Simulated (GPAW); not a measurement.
# How the functional moves the magnetism of free-standing triangular Cr monolayer, spacing 2.714 A

Two starts of free-standing triangular Cr monolayer, spacing 2.714 A are run at each set of the functional. What moves?

Program: GPAW 26.7.0. Level of theory: several functionals; plane waves with GPAW's PAW setups, scalar-relativistic. Results are calculated unless marked as measured.

### Step 1. The structure

The cell holds 1 atom: 1 Cr. Cell: a = 2.714 Å, b = 2.714 Å, c = 14.000 Å, α = 90.0°, β = 90.0°, γ = 120.0°. model lattice. Vacuum lies along c.

### Step 2. Set 1 (LDA), start ferro +

Each set takes another functional on the same cell and mesh.

order1.py reads:

```python
import json
import numpy as np
from ase import Atoms
from ase.parallel import paropen, parprint
from gpaw import GPAW

atoms = Atoms(['Cr'],
    cell=[[2.714, 0.0, 0.0],
         [-1.357, 2.350393, 0.0],
         [0.0, 0.0, 14.0]],
    scaled_positions=[[0.0, 0.0, 0.5]],
    pbc=True,
    magmoms=[2.5])
atoms.calc = GPAW(mode={'name': 'pw', 'ecut': 600},
    xc='LDA',
    kpts={'size': (12, 12, 1), 'gamma': True},
    occupations={'name': 'fermi-dirac', 'width': 0.1},
    convergence={'density': 1e-05, 'energy': 1e-05},
    maxiter=200,
    mixer={'name': 'pulay', 'beta': 0.05, 'nmaxold': 9, 'weight': 1},
    symmetry={'tolerance': 1e-4},
    txt='order1.txt')
e = atoms.get_potential_energy(force_consistent=True)
res = {'free_energy': e, 'energy_sigma0': atoms.get_potential_energy(), 'fermi_energy': atoms.calc.get_fermi_level()}
res['moments'] = atoms.get_magnetic_moments().tolist()
res['total'] = atoms.get_magnetic_moment()
parprint('site moments (muB):', np.round(res['moments'], 3))
parprint(f"total moment: {res['total']:.3f} muB")
parprint(f'free energy: {e:.6f} eV')
atoms.calc.write('order1.gpw')
with paropen('results.json', 'w') as f:
    json.dump(res, f)
```

The run is started by

```
$ OMP_NUM_THREADS=1 python3 order1.py > order1.log
```

Numbers of over 12 decimals in the logs are rounded to 6 here.

Output:

```text
site moments (muB): [3.296]
total moment: 4.183 muB
free energy: -7.385225 eV

--- order1.txt ---
Input parameters:
  mode=PW(ecut=600),
  convergence={'density': 1e-05, 'energy': 1e-05},
  kpts=MonkhorstPack(size=(12, 12, 1), gamma=True),
  maxiter=200,
  mixer=Pulay(name='pulay', nmaxold=9, beta=0.05, weight=1, sigma=0.015, g_ss=None),
  occupations=Occupations(name='fermi-dirac', width=0.1),
  symmetry=Symmetry(tolerance=0.0001),
  xc=XC(name='LDA')

Diagonalizing LCAO Hamiltonian
Converting LCAO to pw mode

       Cr

Atoms  # Å, Bohr magnetons
|   | symbol |        x |        y |        z |    initial magnetic moments |
|---|--------|----------|----------|----------|-----------------------------|
| 0 |     Cr | 0.000000 | 0.000000 | 7.000000 | ( 0.0000,  0.0000,  2.5000) |

Unit cell  # Å
| periodic |         x |        y |         z |   lengths |     angles |
|----------|-----------|----------|-----------|-----------|------------|
|      yes |  2.714000 | 0.000000 |  0.000000 |  2.714000 |  90.000000 |
|      yes | -1.357000 | 2.350393 |  0.000000 |  2.714000 |  90.000000 |
|      yes |  0.000000 | 0.000000 | 14.000000 | 14.000000 | 119.999999 |

Number of symmetries: 24

BZ-sampling:
  Number of BZ points: 144
  Number of IBZ points: 19

  Monkhorst-Pack size: [12, 12, 1]
  Monkhorst-Pack shift: [0.041667, 0.041667, 0.0]

Plane wave coefficients: 3043
Cutoff: 600.0 eV

Spin-components: 2 (collinear spins)
Bands:           9
Projectors:      6
Spin-degeneracy: 1
Datatype:        complex128

Parallelization:
  kpt:    1
  domain: 1
  band:   1

Density:
  Valence electrons: 6.0
  Components: 2
  Grid points: [16 16 80]
  Charge: 0.0  # |e|

Potential:
  Grid points: [16 16 80]

[... setups left out ...]
Reference energy: -28526.683362  # eV

eigensolver:
  PPCG
  Converge bands: occupied
  niter=2

density mixing:
  Pulay-Mixer
  Linear mixing parameters: 0.05
  Old densities: 9
  No metric

occupation numbers:
  Fermi-Dirac:
    width: 0.1000  # eV

poisson solver:
  ecut: 4800.0  # eV

xc functional:
  name: None

convergence criteria:
- Maximum integral of absolute [dens]ity change: 1e-05 electrons / valence electron
- Maximum [total energy] change in last 3 cyles: 1e-05 eV / valence electron
- Maximum integral of absolute [eigenst]ate change: 4e-08 eV^2 / valence electron
maximum number of iterations: 200

SCF iterations
|iter     |      energy | eigst |  dens |  magmom |
|---------|-------------|-------|-------|---------|
|iter:   1|       0s |   -7.650370 | +0.42 |       |  +2.4965|
|iter:   2|       1s |   -7.461451 | -1.41 | -0.45 |  +2.5163|
|iter:   3|       2s |   -7.152253 | -0.37 | -0.51 |  +2.6494|
|iter:   4|       2s |   -7.189431 | -0.61 | -0.85 |  +2.6035|
|iter:   5|       3s |   -7.227486 | -1.59 | -0.67 |  +2.6716|
|iter:   6|       4s |   -7.168631 | -1.27 | -0.67 |  +2.8357|
|iter:   7|       5s |   -7.216825 | -2.08 | -0.90 |  +3.0392|
|iter:   8|       6s |   -7.202961 | -2.40 | -0.93 |  +2.9801|
|iter:   9|       7s |   -7.134795 | -1.45 | -0.97 |  +2.4993|
|iter:  10|       8s |   -7.045994 | -1.76 | -0.86 |  +1.7617|
[... 65 iterations left out ...]
|iter:  76|      66s |   -7.361770c| -6.29 | -3.26 |  +4.1829|
|iter:  77|      66s |   -7.361782c| -6.58 | -3.38 |  +4.1832|
|iter:  78|      67s |   -7.361783c| -7.01 | -3.48 |  +4.1833|
|iter:  79|      68s |   -7.361767c| -6.07 | -3.50 |  +4.1832|
|iter:  80|      69s |   -7.361774c| -7.50c| -4.05 |  +4.1834|
|iter:  81|      69s |   -7.361774c| -7.90c| -4.47 |  +4.1834|
|iter:  82|      70s |   -7.361775c| -7.56c| -4.50 |  +4.1834|
|iter:  83|      70s |   -7.361776c| -8.10c| -4.60 |  +4.1834|
|iter:  84|      71s |   -7.361775c| -8.53c| -4.91 |  +4.1834|
|iter:  85|      71s |   -7.361775c| -8.59c| -5.17c|  +4.1834|

Converged in 85 steps
Energy contributions relative to reference atoms: (reference = -28526.683362)

Energy contributions:
  Kinetic:          -0.901193
  Coulomb:          -1.339614
  Zero:              0.026522
  External:          0.000000
  Xc:               -5.124040
  Entropy:          -0.046901
  Spinorbit:         0.000000
  ----------------------------
  Free energy:      -7.385225
  Extrapolated:     -7.361775

dipole moment: (-3.278049, -5.677748, 0.000077)  # |e|*Ang

Total magnetic moment: (0.000000, 0.000000, 4.183353)

Local magnetic moments
|        x |        y |        z |
|----------|----------|----------|
| 0.000000 | 0.000000 | 3.295932 |  # Cr   0

Fermi level: -2.139
Eigenvalues  # (at kpt = [-0.000, -0.000, 0.000])
| band index |      eig [eV] | occ [0-1] |      eig [eV] | occ [0-1] |
|------------|---------------|-----------|---------------|-----------|
|          0 |        -7.787 |     1.000 |        -6.078 |     1.000 |
|          1 |        -4.017 |     1.000 |        -1.401 |     0.001 |
|          2 |        -3.407 |     1.000 |        -1.289 |     0.000 |
|          3 |        -3.407 |     1.000 |        -0.657 |     0.000 |
|          4 |        -2.571 |     0.987 |        -0.657 |     0.000 |
|          5 |        -2.098 |     0.399 |         1.211 |     0.000 |
|          6 |        -2.098 |     0.399 |         1.211 |     0.000 |
|          7 |         1.637 |     0.000 |         1.959 |     0.000 |
|          8 |         2.639 |     0.000 |         2.924 |     0.000 |

No gap
No difference between direct/indirect transitions
```

It took 76 s on 1 MPI rank of AMD EPYC 7B13 (Zen 3), shared host; peak memory 0.18 GiB.

This step gave:

```yaml
magnetization: 4.183 μB
final_state: ferromagnetic
largest_moment: 3.296 μB
```

After 85 cycles the largest moment stands at 3.30 μB.

### Step 3. Set 1 (LDA), start antiferro q=(0,1/2,0) +-

The second start gives the energy difference between the two end states, the quantity that is followed from set to set. Its q is in fractions of the reciprocal vectors of the first run's cell.

order2.py is the script of step 2 with these lines changed:

```diff
@@ -6,12 +6,13 @@
 
-atoms = Atoms(['Cr'],
+atoms = Atoms(['Cr', 'Cr'],
     cell=[[2.714, 0.0, 0.0],
-         [-1.357, 2.350393, 0.0],
+         [-2.714, 4.700786, 0.0],
          [0.0, 0.0, 14.0]],
-    scaled_positions=[[0.0, 0.0, 0.5]],
+    scaled_positions=[[0.0, 0.0, 0.5],
+         [0.0, 0.5, 0.5]],
     pbc=True,
-    magmoms=[2.5])
+    magmoms=[2.5, -2.5])
 atoms.calc = GPAW(mode={'name': 'pw', 'ecut': 600},
     xc='LDA',
-    kpts={'size': (12, 12, 1), 'gamma': True},
+    kpts={'size': (12, 6, 1), 'gamma': True},
     occupations={'name': 'fermi-dirac', 'width': 0.1},
@@ -21,3 +22,3 @@
     symmetry={'tolerance': 1e-4},
-    txt='order1.txt')
+    txt='order2.txt')
 e = atoms.get_potential_energy(force_consistent=True)
@@ -29,3 +30,3 @@
 parprint(f'free energy: {e:.6f} eV')
-atoms.calc.write('order1.gpw')
+atoms.calc.write('order2.gpw')
 with paropen('results.json', 'w') as f:
```

The run is started by

```
$ OMP_NUM_THREADS=1 python3 order2.py > order2.log
```

Output:

```text
site moments (muB): [ 3.336 -3.336]
total moment: 0.000 muB
free energy: -15.569682 eV

--- order2.txt ---
Input parameters:
  mode=PW(ecut=600),
  convergence={'density': 1e-05, 'energy': 1e-05},
  kpts=MonkhorstPack(size=(12, 6, 1), gamma=True),
  maxiter=200,
  mixer=Pulay(name='pulay', nmaxold=9, beta=0.05, weight=1, sigma=0.015, g_ss=None),
  occupations=Occupations(name='fermi-dirac', width=0.1),
  symmetry=Symmetry(tolerance=0.0001),
  xc=XC(name='LDA')

Diagonalizing LCAO Hamiltonian
Converting LCAO to pw mode

         Cr
          Cr

Atoms  # Å, Bohr magnetons
|   | symbol |         x |        y |        z |    initial magnetic moments |
|---|--------|-----------|----------|----------|-----------------------------|
| 0 |     Cr |  0.000000 | 0.000000 | 7.000000 | ( 0.0000,  0.0000,  2.5000) |
| 1 |     Cr | -1.357000 | 2.350393 | 7.000000 | ( 0.0000,  0.0000, -2.5000) |

Number of symmetries: 4

BZ-sampling:
  Number of BZ points: 72
  Number of IBZ points: 38

  Monkhorst-Pack size: [12, 6, 1]
  Monkhorst-Pack shift: [0.041667, 0.083333, 0.0]

Plane wave coefficients: 5998
Cutoff: 600.0 eV

Spin-components: 2 (collinear spins)
Bands:           12
Projectors:      12
Spin-degeneracy: 1
Datatype:        complex128

Parallelization:
  kpt:    1
  domain: 1
  band:   1

Density:
  Valence electrons: 12.0
  Components: 2
  Grid points: [16 32 80]
  Charge: 0.0  # |e|

Potential:
  Grid points: [16 32 80]

[... setups left out ...]
Reference energy: -57053.366723  # eV

convergence criteria:
- Maximum integral of absolute [dens]ity change: 1e-05 electrons / valence electron
[...]
|iter:  36|     143s |  -15.536911c| -7.42c| -4.18 |  +0.0000|
|iter:  37|     147s |  -15.536910c| -7.51c| -4.31 |  -0.0000|
|iter:  38|     149s |  -15.536910c| -7.84c| -4.87 |  -0.0000|
|iter:  39|     151s |  -15.536911c| -7.95c| -4.98 |  +0.0000|
|iter:  40|     153s |  -15.536911c| -8.06c| -5.01c|  +0.0000|

Converged in 40 steps
Energy contributions relative to reference atoms: (reference = -57053.366723)

Energy contributions:
  Kinetic:          -6.488018
  Coulomb:           0.854672
  Zero:              0.065229
  External:          0.000000
  Xc:               -9.936023
  Entropy:          -0.065542
  Spinorbit:         0.000000
  ----------------------------
  Free energy:     -15.569682
  Extrapolated:    -15.536911

dipole moment: (-6.551382, -11.347274, 0.000155)  # |e|*Ang

Total magnetic moment: (0.000000, 0.000000, 0.000000)

Local magnetic moments
|        x |        y |         z |
|----------|----------|-----------|
| 0.000000 | 0.000000 |  3.335648 |  # Cr   0
| 0.000000 | 0.000000 | -3.335648 |  # Cr   1

Fermi level: -2.428
Eigenvalues  # (at kpt = [-0.000, 0.000, 0.000])
| band index |      eig [eV] | occ [0-1] |      eig [eV] | occ [0-1] |
|------------|---------------|-----------|---------------|-----------|
|          0 |        -7.156 |     1.000 |        -7.156 |     1.000 |
|          1 |        -4.981 |     1.000 |        -4.981 |     1.000 |
|          2 |        -3.810 |     1.000 |        -3.810 |     1.000 |
|          3 |        -3.603 |     1.000 |        -3.603 |     1.000 |
|          4 |        -2.838 |     0.984 |        -2.838 |     0.984 |
[...]
|          8 |        -0.550 |     0.000 |        -0.550 |     0.000 |
|          9 |        -0.002 |     0.000 |        -0.002 |     0.000 |
|         10 |         0.794 |     0.000 |         0.794 |     0.000 |
|         11 |         0.922 |     0.000 |         0.922 |     0.000 |

No gap
No difference between direct/indirect transitions
```

Elapsed: 2.7 min, on 1 MPI rank; peak memory 0.32 GiB.

This step gave:

```
magnetization  : 0 μB
final state    : antiferromagnetic
largest moment : 3.336 μB
```

This start lies -399.6 meV a seeded atom from the first; its largest moment is 3.34 μB.

### Step 4. Set 2 (PBE), start ferro +

order1.py is the script of step 2 with these lines changed:

```diff
@@ -14,3 +14,3 @@
 atoms.calc = GPAW(mode={'name': 'pw', 'ecut': 600},
-    xc='LDA',
+    xc='PBE',
     kpts={'size': (12, 12, 1), 'gamma': True},
```

The run is started by

```
$ OMP_NUM_THREADS=1 python3 order1.py > order1.log
```

Output:

```text
site moments (muB): [3.321]
total moment: 4.217 muB
free energy: -7.014146 eV

--- order1.txt ---
Input parameters:
  mode=PW(ecut=600),
  convergence={'density': 1e-05, 'energy': 1e-05},
  kpts=MonkhorstPack(size=(12, 12, 1), gamma=True),
  maxiter=200,
  mixer=Pulay(name='pulay', nmaxold=9, beta=0.05, weight=1, sigma=0.015, g_ss=None),
  occupations=Occupations(name='fermi-dirac', width=0.1),
[...]
|          3 |        -3.070 |     1.000 |        -0.211 |     0.000 |
|          4 |        -2.336 |     0.994 |        -0.211 |     0.000 |
|          5 |        -1.825 |     0.484 |         1.794 |     0.000 |
|          6 |        -1.825 |     0.484 |         1.794 |     0.000 |
|          7 |         1.621 |     0.000 |         2.122 |     0.000 |
|          8 |         2.554 |     0.000 |         3.140 |     0.000 |

No gap
No difference between direct/indirect transitions


[key lines of the parts left out:]
Free energy:      -7.014146
Converged in 33 steps
dipole moment: (-3.256937, -5.641180, 0.000076)  # |e|*Ang
Fermi level: -1.832
```

The job ended after 30 s (1 MPI rank; peak memory 0.19 GiB).

Read from the output:

```
magnetization  : 4.217 μB
final state    : ferromagnetic
largest moment : 3.321 μB
```

The largest moment moves by +0.02 μB from set 1, at 0.40 times its CPU time.

### Step 5. Set 2 (PBE), start antiferro q=(0,1/2,0) +-

order2.py is the script of step 3 with these lines changed:

```diff
@@ -15,3 +15,3 @@
 atoms.calc = GPAW(mode={'name': 'pw', 'ecut': 600},
-    xc='LDA',
+    xc='PBE',
     kpts={'size': (12, 6, 1), 'gamma': True},
```

The run is started by

```
$ OMP_NUM_THREADS=1 python3 order2.py > order2.log
```

Output:

```text
site moments (muB): [ 3.443 -3.443]
total moment: -0.000 muB
free energy: -14.963667 eV

--- order2.txt ---
Input parameters:
  mode=PW(ecut=600),
  convergence={'density': 1e-05, 'energy': 1e-05},
  kpts=MonkhorstPack(size=(12, 6, 1), gamma=True),
  maxiter=200,
  mixer=Pulay(name='pulay', nmaxold=9, beta=0.05, weight=1, sigma=0.015, g_ss=None),
  occupations=Occupations(name='fermi-dirac', width=0.1),
[...]
|          3 |        -3.346 |     1.000 |        -3.346 |     1.000 |
|          4 |        -2.547 |     0.990 |        -2.547 |     0.990 |
[...]
|          8 |         0.059 |     0.000 |         0.059 |     0.000 |
|          9 |         0.588 |     0.000 |         0.588 |     0.000 |
|         10 |         1.425 |     0.000 |         1.425 |     0.000 |
|         11 |         1.503 |     0.000 |         1.503 |     0.000 |

No gap
No difference between direct/indirect transitions


[key lines of the parts left out:]
Free energy:     -14.963667
Converged in 27 steps
dipole moment: (-6.504463, -11.266010, 0.000152)  # |e|*Ang
Fermi level: -2.090
```

Wall time 1.8 min (1 MPI rank); peak memory 0.35 GiB.

This step gave:

```
magnetization  : 0 μB
final state    : antiferromagnetic
largest moment : 3.443 μB
```

This start lies -467.7 meV a seeded atom from the first, a change of -68.1 meV since set 1; its largest moment is 3.44 μB.

### Step 6. Set 3 (revPBE), start ferro +

order1.py is the script of step 4 with these lines changed:

```diff
@@ -14,3 +14,3 @@
 atoms.calc = GPAW(mode={'name': 'pw', 'ecut': 600},
-    xc='PBE',
+    xc='revPBE',
     kpts={'size': (12, 12, 1), 'gamma': True},
```

The run is started by

```
$ OMP_NUM_THREADS=1 python3 order1.py > order1.log
```

Output:

```text
site moments (muB): [3.344]
total moment: 4.246 muB
free energy: -6.835082 eV

--- order1.txt ---
Input parameters:
  mode=PW(ecut=600),
  convergence={'density': 1e-05, 'energy': 1e-05},
  kpts=MonkhorstPack(size=(12, 12, 1), gamma=True),
  maxiter=200,
  mixer=Pulay(name='pulay', nmaxold=9, beta=0.05, weight=1, sigma=0.015, g_ss=None),
  occupations=Occupations(name='fermi-dirac', width=0.1),
[...]
|          3 |        -2.979 |     1.000 |        -0.037 |     0.000 |
|          4 |        -2.245 |     0.994 |        -0.036 |     0.000 |
|          5 |        -1.737 |     0.518 |         1.990 |     0.000 |
|          6 |        -1.737 |     0.518 |         1.990 |     0.000 |
|          7 |         1.604 |     0.000 |         2.058 |     0.000 |
|          8 |         2.513 |     0.000 |         3.065 |     0.000 |

No gap
No difference between direct/indirect transitions


[key lines of the parts left out:]
Free energy:      -6.835082
Converged in 24 steps
dipole moment: (-3.250356, -5.629783, 0.000076)  # |e|*Ang
Fermi level: -1.730
```

The job ended after 25 s (1 MPI rank; peak memory 0.19 GiB).

This step gave:

```
magnetization  : 4.246 μB
final state    : ferromagnetic
largest moment : 3.344 μB
```

The largest moment moves by +0.02 μB from set 2, at 0.84 times its CPU time.

### Step 7. Set 3 (revPBE), start antiferro q=(0,1/2,0) +-

order2.py is the script of step 5 with these lines changed:

```diff
@@ -15,3 +15,3 @@
 atoms.calc = GPAW(mode={'name': 'pw', 'ecut': 600},
-    xc='PBE',
+    xc='revPBE',
     kpts={'size': (12, 6, 1), 'gamma': True},
```

The run is started by

```
$ OMP_NUM_THREADS=1 python3 order2.py > order2.log
```

Output:

```text
site moments (muB): [ 3.487 -3.487]
total moment: -0.000 muB
free energy: -14.621247 eV

--- order2.txt ---
Input parameters:
  mode=PW(ecut=600),
  convergence={'density': 1e-05, 'energy': 1e-05},
  kpts=MonkhorstPack(size=(12, 6, 1), gamma=True),
  maxiter=200,
  mixer=Pulay(name='pulay', nmaxold=9, beta=0.05, weight=1, sigma=0.015, g_ss=None),
  occupations=Occupations(name='fermi-dirac', width=0.1),
[...]
|          3 |        -3.235 |     1.000 |        -3.235 |     1.000 |
|          4 |        -2.430 |     0.991 |        -2.430 |     0.991 |
[...]
|          8 |         0.298 |     0.000 |         0.298 |     0.000 |
|          9 |         0.802 |     0.000 |         0.802 |     0.000 |
|         10 |         1.666 |     0.000 |         1.666 |     0.000 |
|         11 |         1.712 |     0.000 |         1.712 |     0.000 |

No gap
No difference between direct/indirect transitions


[key lines of the parts left out:]
Free energy:     -14.621247
Converged in 27 steps
dipole moment: (-6.488701, -11.238709, 0.000152)  # |e|*Ang
Fermi level: -1.955
```

Run time: 1.8 min. Hardware: 1 MPI rank; peak memory 0.35 GiB.

This step gave:

```
magnetization  : 0 μB
final state    : antiferromagnetic
largest moment : 3.487 μB
```

This start lies -475.5 meV a seeded atom from the first, a change of -7.9 meV since set 2; its largest moment is 3.49 μB.

### Step 8. Set 4 (RPBE), start ferro +

order1.py is the script of step 6 with these lines changed:

```diff
@@ -14,3 +14,3 @@
 atoms.calc = GPAW(mode={'name': 'pw', 'ecut': 600},
-    xc='revPBE',
+    xc='RPBE',
     kpts={'size': (12, 12, 1), 'gamma': True},
```

The run is started by

```
$ OMP_NUM_THREADS=1 python3 order1.py > order1.log
```

Output:

```text
site moments (muB): [3.351]
total moment: 4.252 muB
free energy: -6.791776 eV

--- order1.txt ---
Input parameters:
  mode=PW(ecut=600),
  convergence={'density': 1e-05, 'energy': 1e-05},
  kpts=MonkhorstPack(size=(12, 12, 1), gamma=True),
  maxiter=200,
  mixer=Pulay(name='pulay', nmaxold=9, beta=0.05, weight=1, sigma=0.015, g_ss=None),
  occupations=Occupations(name='fermi-dirac', width=0.1),
[...]
|          3 |        -2.970 |     1.000 |        -0.004 |     0.000 |
|          4 |        -2.231 |     0.994 |        -0.003 |     0.000 |
|          5 |        -1.728 |     0.525 |         2.017 |     0.000 |
|          6 |        -1.728 |     0.525 |         2.017 |     0.000 |
|          7 |         1.569 |     0.000 |         2.086 |     0.000 |
|          8 |         2.453 |     0.000 |         3.091 |     0.000 |

No gap
No difference between direct/indirect transitions


[key lines of the parts left out:]
Free energy:      -6.791776
Converged in 27 steps
dipole moment: (-3.248068, -5.625819, 0.000076)  # |e|*Ang
Fermi level: -1.717
```

It took 28 s on 1 MPI rank; peak memory 0.19 GiB.

Numbers from this step:

- magnetization: 4.252 μB
- final state: ferromagnetic
- largest moment: 3.351 μB

The largest moment moves by +0.01 μB from set 3, at 1.1 times its CPU time.

[end of part 1 of 2]

[Logs and program files are shortened in this print: banners, set-up blocks, solver, clock and traceback lines can be left out without a mark of their own.]

[Logs are printed without paths, hosts, clocks, repeated set-up lines and the standing remarks that a program may print on its own settings, such as how far it seeks lower states.]

[Hosts, paths, dates, database ids (printed as entryN), source tags and the programs' standing remarks are cut or masked in the printed files.]

[Where a cell is said to come from a database of computed structures, the database is the Materials Project.]
